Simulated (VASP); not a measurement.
TaS2:

```xyz
3
Lattice="3.3500 0.0000 0.0000 -1.6750 2.9012 0.0000 0.0000 0.0000 5.8600" Properties=species:S:1:pos:R:3 pbc="T T T"
Ta    0.0000    0.0000    0.0000
S     1.6750    0.9671    4.3950
S     0.0000    1.9341    1.4650
```

* Program: VASP 6.6.1
* Task: relaxation of cell and atoms
* Functional: optB88-vdW
* Potentials or basis: VASP PAW PBE potentials, release 64 (Ta_pv, S)
* Cutoff: 600 eV
* k mesh: 9 × 9 × 5
* Occupations: fermi-dirac, width 0.05 eV
* Spin: no spin polarisation

At the start: pressure 9.4 GPa; volume 18.98 Å³/atom.

Where does the relaxation end?

Over 11 steps the energy falls by 42.1 meV/atom and the volume is 19.79 Å³/atom (+4.2 %); space group P-3m1 (No. 164, to 0.05 Å).

Step by step:
```tsv
step	energy change (eV)	largest force (eV/Å)	pressure (GPa)	volume (Å³)
1	0.0000	1.4171	9.41	56.95
2	0.2751	1.8254	-13.29	66.64
3	-0.1228	0.0502	-0.77	60.16
4	-0.1230	0.1006	-0.39	60.02
5	-0.1230	0.1237	-0.22	59.96
6	-0.1256	0.0693	-0.03	59.69
7	-0.1260	0.0375	0.07	59.53
8	-0.1261	0.0046	-0.21	59.60
9	-0.1261	0.0080	-0.13	59.58
10	-0.1262	0.0090	-0.11	59.53
11	-0.1264	0.0111	-0.04	59.37
```

Final structure:
```yaml
crystal:
  lattice:
    - [3.38260, 0.00000, 0.00000]
    - [-1.69130, 2.92942, 0.00000]
    - [0.00000, 0.00000, 5.99141]
  atoms:
    - { symbol: Ta, position: [0.00000, 0.00000, 0.00000] }
    - { symbol: S, position: [0.66667, 0.33333, 0.74350] }
    - { symbol: S, position: [0.33333, 0.66667, 0.25650] }
```

Caveat: the PAW data sets were made with another functional, which shifts forces and pressure a little.
